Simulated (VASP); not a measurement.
A run of VASP 6.6.1 is set up as follows.

INCAR

```
PREC = Accurate ; ENCUT = 600
EDIFF = 1E-7 ; ISMEAR = 0
SIGMA = 0.03 ; LREAL = False
LASPH = True ; NELM = 80
ALGO = Fast ; ISIF = 2
LWAVE = False ; LCHARG = False
GGA = PE ; IBRION = 2
NSW = 40 ; EDIFFG = -0.01
```

Contents of KPOINTS:

```
Automatic mesh
0
Gamma
  8 8 8
```

The input POSCAR:

```
InP                                     
1.0
    0.0000000000      3.0375834365      3.0375834365
    3.0375834365      0.0000000000      3.0375834365
    3.0375834365      3.0375834365      0.0000000000
  In              P             
     1     1
Direct
     0.0000000000000000    0.0000000000000000    0.0000000000000000
     0.2500000000000000    0.2500000000000000    0.2500000000000000
```

Potentials or basis: VASP PAW PBE potentials, release 64 (In_d, P).

The run is started by

```bash
$ cat potpaw_PBE.64/In_d/POTCAR potpaw_PBE.64/P/POTCAR > POTCAR
$ mpirun -np 1 vasp_std > vasp.out
```

Q: Predict the band gap on the k mesh.

A: 0.12 eV, direct.

Final structure:
```
In P
1.0
     0.00000    3.03758    3.03758
     3.03758    0.00000    3.03758
     3.03758    3.03758    0.00000
In P
1 1
Direct
  0.00000 0.00000 0.00000
  0.25000 0.25000 0.25000
```

Caveat: the relaxation stopped at its first step, so nothing moved; spin-orbit coupling is left out, which moves the levels of the heavy elements.
